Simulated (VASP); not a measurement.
Wanted: the native input for a VASP 6.6.1 run.

- Task: single point
- Functional: PBEsol
- Potentials or basis: VASP PAW PBE potentials, release 64 (Hf_pv, N)
- Cutoff: 520 eV
- k mesh: 10 × 10 × 10
- Occupations: fermi-dirac, width 0.05 eV
- Spin: no spin polarisation
- Ladder: free
- Further INCAR settings: ALGO = Normal; EDIFF = 1e-07; NBANDS = 14

The structure of HfN lies in POSCAR:

```
HfN
1.0
    0.0000000000      2.2560000000      2.2560000000
    2.2560000000      0.0000000000      2.2560000000
    2.2560000000      2.2560000000      0.0000000000
Hf N
1 1
Direct
    0.0000000000      0.0000000000      0.0000000000
    0.5000000000      0.5000000000      0.5000000000
```

One way to write it, as run:

INCAR

```
ALGO = Normal
EDIFF = 1E-7
ENCUT = 520
GGA = PS
ISIF = 2
ISMEAR = -1
LASPH = T
LCHARG = F
LREAL = F
LWAVE = F
NBANDS = 14
NELM = 80
PREC = Accurate
SIGMA = 0.05
```

KPOINTS

```
k-points
0
Gamma
  10 10 10
```

Potentials or basis: VASP PAW PBE potentials, release 64 (Hf_pv, N).

The run is started by

```bash
$ cat potpaw_PBE.64/Hf_pv/POTCAR potpaw_PBE.64/N/POTCAR > POTCAR
$ mpirun -np 1 vasp_std > vasp.out
```

It gave:

```
Pressure               : -4.1 GPa
Band gap on the k mesh : none (metal or under the smearing width)
```

Caveat: the PAW data sets were made with another functional, which shifts forces and pressure a little.

Wall time 9.8 s on 1 thread of Intel(R) Xeon(R) 6975P-C (Granite Rapids) (shared host), peak memory 0.14 GiB.
